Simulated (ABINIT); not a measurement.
# Si2W (I4/mmm) in ABINIT: equation of state

Aim: energy against volume of Si2W in PBEsol, for its equilibrium volume and stiffness.

All numbers are computed with ABINIT 10.8.3 (patched build); they aren't measurements. Logs are shortened: lines on timing, memory, paths and dates and some standing lists are left out, and cuts for length are marked. The log counts tension as positive stress, the text compression.

### 1 Starting point

It takes space group I4/mmm (No. 139, tetragonal). The conventional cell has a = 3.214 Å, b = 3.214 Å, c = 7.830 Å, α = 90.00°, β = 90.00°, γ = 90.00°. Around W (site symmetry 4/mmm) lie 10 Si at 2.62 Å. Around Si (site symmetry 4mm) lie 5 Si at 2.59 to 2.63 Å and 5 W at 2.62 Å.

### 2 Equation of state, PBEsol

Contents of run.abi:

```
# Datasets: one volume each
ndtset 7
scalecart1 3*0.9795861087
scalecart2 3*0.9864848297
scalecart3 3*0.9932883884
scalecart4 3*1.0000000000
scalecart5 3*1.0066227096
scalecart6 3*1.0131594038
scalecart7 3*1.0196128224

# Pseudopotentials
pp_dirpath "./"
pseudos "W.upf, Si.upf"

# Structure
acell 8.5542390769 8.5542390769 8.5542390769
rprim
    -0.3549820016     0.3549820016     0.8648558013
     0.3549820016    -0.3549820016     0.8648558013
     0.3549820016     0.3549820016    -0.8648558013
ntypat 2
znucl 74 14
natom 3
typat 1 2 2
xred
     0.0000000000     0.0000000000     0.0000000000
     0.6653000000     0.6653000000     0.0000000000
     0.3347000000     0.3347000000     0.0000000000

# Plane-wave basis
ecut 37.0

# k points
kptopt 1
ngkpt 12 12 12
nshiftk 1
shiftk 0.0 0.0 0.0

# Exchange and correlation
ixc -116133

# Bands and occupations
nband 15
occopt 3
tsmear 0.05 eV

# SCF cycle
nstep 100
tolvrs 1.0e-10

# Output
iomode 3
prtwf 0
prtden 0
prteig 0
prtebands 0
enunit 1
```

Potentials or basis: PseudoDojo NC SR PBEsol v0.4.1 standard.

Launch:

```
$ mpirun --bind-to none -np 4 abinit run.abi > log 2>&1
```

run.abo:

```text
.Version 10.8.3 of ABINIT
 DATASET    1 : space group I4/m m m (#139); Bravais tI (body-center tetrag.)
================================================================================
 Values of the parameters that define the memory need for DATASET  1.
     intxc =       0    ionmov =       0      iscf =       7    lmnmax =       8
     lnmax =       8     mgfft =      48  mpssoang =       4    mqgrid =    3001
     natom =       3  nloc_mem =       1    nspden =       1   nspinor =       1
    nsppol =       1      nsym =      16    n1xccc =    2501    ntypat =       2
    occopt =       3   xclevel =       2
       mpw =        2778          nfft =      110592          nkpt =         163
================================================================================
================================================================================
[... 61 lines left out ...]
 DATASET    7 : space group I4/m m m (#139); Bravais tI (body-center tetrag.)
================================================================================
 Values of the parameters that define the memory need for DATASET  7.
     intxc =       0    ionmov =       0      iscf =       7    lmnmax =       8
     lnmax =       8     mgfft =      48  mpssoang =       4    mqgrid =    3001
     natom =       3  nloc_mem =       1    nspden =       1   nspinor =       1
    nsppol =       1      nsym =      16    n1xccc =    2501    ntypat =       2
    occopt =       3   xclevel =       2
       mpw =        3144          nfft =      110592          nkpt =         163
================================================================================
================================================================================

--------------------------------------------------------------------------------
------------- Echo of variables that govern the present computation ------------
--------------------------------------------------------------------------------
 -outvars: echo values of preprocessed input variables --------
            acell      8.5542390769E+00  8.5542390769E+00  8.5542390769E+00 Bohr
              amu      1.83850000E+02  2.80855000E+01
             ecut      3.70000000E+01 Hartree
           enunit           1
                       outvar_i_n : Printing only first  50 k-points.
              ixc     -116133
           jdtset        1    2    3    4    5    6    7
                       outvar_i_n : Printing only first  50 k-points.
         kptrlatt       12    0    0      0   12    0      0    0   12
          kptrlen1     7.13906897E+01
          kptrlen2     7.18934576E+01
          kptrlen3     7.23892902E+01
          kptrlen4     7.28784218E+01
          kptrlen5     7.33610745E+01
          kptrlen6     7.38374584E+01
          kptrlen7     7.43077734E+01
            natom           3
            nband          15
           ndtset           7
            ngfft          48      48      48
[... 80 lines left out ...]
                       3.3470000000E-01  3.3470000000E-01 -1.5530106937E-17
            znucl       74.00000   14.00000

================================================================================

 chkinp: Checking input parameters for consistency, jdtset=   1.

 chkinp: Checking input parameters for consistency, jdtset=   2.
[... 29 lines left out ...]
 getcut: wavevector=  0.0000  0.0000  0.0000  ngfft=  48  48  48
         ecut(hartree)=     37.000   => boxcut(ratio)=   2.09197

--- Pseudopotential description ------------------------------------------------
- pspini: atom type   1  psp file is ./W.upf
12 -116133 3 -1 1396                          pspcod,pspxc,lmax,lloc,mmax
     nproj     2     2     2     2

- pspini: atom type   2  psp file is ./Si.upf
12 -116133 2 -1 1510                          pspcod,pspxc,lmax,lloc,mmax
     nproj     2     2     2     0

   5.99346954E+02                                ecore*ucvol(ha*bohr**3)
--------------------------------------------------------------------------------

================================================================================

--- !BeginCycle
iteration_state: {dtset: 1, }
solver: {iscf: 7, nstep: 100, nline: 4, wfoptalg: 0, }
tolerances: {tolvrs: 1.00E-10, }
...
[... 1014 lines left out ...]
-Cartesian components of stress tensor (GPa)         [Pressure= -1.3546E+01 GPa]
- sigma(1 1)=  1.32125824E+01  sigma(3 2)=  0.00000000E+00
- sigma(2 2)=  1.32125824E+01  sigma(3 1)=  0.00000000E+00
- sigma(3 3)=  1.42123548E+01  sigma(2 1)=  0.00000000E+00

== END DATASET(S) ==============================================================
================================================================================

 -outvars: echo values of variables after computation  --------
            acell      8.5542390769E+00  8.5542390769E+00  8.5542390769E+00 Bohr
           etotal1    -8.4340525815E+01
           etotal2    -8.4342583450E+01
           etotal3    -8.4343597764E+01
           etotal4    -8.4343675385E+01
           etotal5    -8.4342912347E+01
           etotal6    -8.4341395126E+01
           etotal7    -8.4339201365E+01
            fcart1    -4.8351270351E-19 -4.8351270351E-19 -1.4456028966E-19
                       4.9222563194E-19  4.9222563194E-19  3.8814278078E-03
                      -8.7129284333E-21 -8.7129284333E-21 -3.8814278078E-03
            fcart2     5.7909808267E-19  7.2365837233E-19 -0.0000000000E+00
                       1.9133244191E-19 -9.6514987540E-19  2.6723295797E-03
                      -7.7043052458E-19  2.4149150307E-19 -2.6723295797E-03
            fcart3    -0.0000000000E+00  2.1684043450E-19  7.2280144832E-20
                      -3.4382503396E-19 -1.2698459946E-19  1.5356263303E-03
                       3.4382503396E-19 -8.9855835039E-20 -1.5356263303E-03
            fcart4    -0.0000000000E+00 -0.0000000000E+00 -0.0000000000E+00
[... 52 lines left out ...]
           xangst3     0.0000000000E+00  0.0000000000E+00  0.0000000000E+00
                      -1.1985018783E-16  4.2061806021E-17  5.1742701212E+00
                      -5.6111888498E-17  1.6978006954E-17  2.6030786256E+00
           xangst4     0.0000000000E+00  0.0000000000E+00  0.0000000000E+00
                      -3.2876152788E-16  2.4589103253E-16  5.2092324663E+00
                      -1.1862256997E-16  7.6931972047E-17  2.6206675281E+00
           xangst5     0.0000000000E+00  0.0000000000E+00  0.0000000000E+00
                      -2.8043371408E-16  2.9259275097E-16  5.2437317002E+00
                       2.0196863754E-17 -1.4079879467E-17  2.6380234481E+00
           xangst6     0.0000000000E+00  0.0000000000E+00  0.0000000000E+00
                       1.0733080490E-16 -1.7817693295E-17  5.2777828598E+00
                       7.7442882578E-17 -3.2410508530E-17  2.6551539504E+00
           xangst7     0.0000000000E+00  0.0000000000E+00  0.0000000000E+00
                      -9.1036363182E-19  5.2340676471E-17  5.3114002175E+00
                       5.0860899460E-17 -2.4987269959E-17  2.6720662149E+00
             xred      0.0000000000E+00  0.0000000000E+00  0.0000000000E+00
                       6.6530000000E-01  6.6530000000E-01 -3.0869973544E-17
                       3.3470000000E-01  3.3470000000E-01 -1.5530106937E-17
 Calculation completed.
```

It took 8.1 min on 4 MPI ranks of Arm Neoverse V2, shared host; peak memory 0.6 GiB.

Results:

| Quantity | Value |
| --- | --- |
| Equilibrium volume | 13.37 Å³/atom |
| Bulk modulus at fixed shape and positions | 235 GPa |
| Pressure derivative of the bulk modulus | 4.4 |

Energy against volume, from the lowest point:
```
volume (Å³/atom)  energy (meV/atom)
          12.670              28.57
          12.939               9.90
          13.209               0.70
          13.479               0.00
          13.748               6.92
          14.018              20.68
          14.287              40.58
```

Caveat: pressures at fixed basis lie under the slope of the energies; the cell was scaled at fixed shape and fractional positions, which overstates the stiffness of a crystal with free parameters, most of all of layers and chains.
